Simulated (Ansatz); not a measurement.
# Al2Cu polymorphs, one row open

All numbers below come from DFT PBE, scalar-relativistic, plane waves, PAW (Ansatz 0.2.0). All cells share a 420 eV cutoff and Γ-centred k meshes spaced about 0.3 Å⁻¹ or finer (0.25 for metals, 2π included). No spin polarisation.

All energies are static (0 K, no zero-point motion). Rows are sorted by volume; energies count from the lowest form computed. Coordination counts all near atoms (those within 1.25 times the shortest distance at each site; a plus sign parts nearer from farther groups).

```tsv
row	form	source	atoms	coordination	V (Å³/atom)	gap on mesh (eV)	ΔE (meV/atom)
1	I4/mmm	invented	3	Al 12, Cu 12	14.7	0	94
2	P-3m1	invented	3	Al 12, Cu 6+6	14.8	0	94
3	I4/mcm	invented	6	Al 11, Cu 10	14.9	0	?
4	P4/mmm	invented	3	Al 9, Cu 8+4	15.7	0	75
5	fluorite type, Fm-3m	invented	3	Al 4+6, Cu 8	16.1	0	0
```

The cell of row 3:

```
Al Cu
1.0
    -3.04202    3.04202    2.41585
     3.04202   -3.04202    2.41585
     3.04202    3.04202   -2.41585
Al Cu
4 2
Direct
  0.65758 0.84242 0.50000
  0.15758 0.65758 0.81516
  0.84242 0.34242 0.18484
  0.34242 0.15758 0.50000
  0.25000 0.25000 0.00000
  0.75000 0.75000 0.00000
```

Problem. How far above the lowest form does the open row lie?

Solution. 25 meV/atom, which puts it above row 5 and below row 4. Counting all near atoms, row 3 has Al 11, Cu 10 and the lowest form (row 5) has Al 4+6, Cu 8.

The I4/mcm cell has the structure into which a cell as deposited in COD relaxes.

The k mesh leaves some 4 meV/atom of noise in the energy of each metallic cell. Cells relaxed within their symmetry can be saddle points. Some candidate types were left out of the draw beforehand, so a known form may be missing.

The fluorite-type cell lies lowest, 25 meV/atom below the I4/mcm form, a gap well outside the k-mesh noise. Yet I4/mcm is the structure of θ-Al2Cu, the equilibrium phase, while the fluorite arrangement is essentially that of the metastable precipitate θ′. The likely cause of the reversal is the missing vibrational entropy: θ is the softer phase and gains free energy on heating, so the static order need not contradict experiment.

Dense packing doesn't decide the ranking. The two most compact, twelve-coordinated forms are the highest at 94 meV/atom, but energy doesn't fall steadily with volume, since P4/mmm is both roomier and less stable than I4/mcm. Fluorite surrounds each Cu with Al alone, whereas θ also has Cu–Cu contacts along its chains. This suggests that favourable Al–Cu bonding, with Al sp states mixing with Cu d states, outweighs the looser packing. The ranking compares polymorphs only and doesn't show stability against decomposition into Al and Cu-richer compounds.
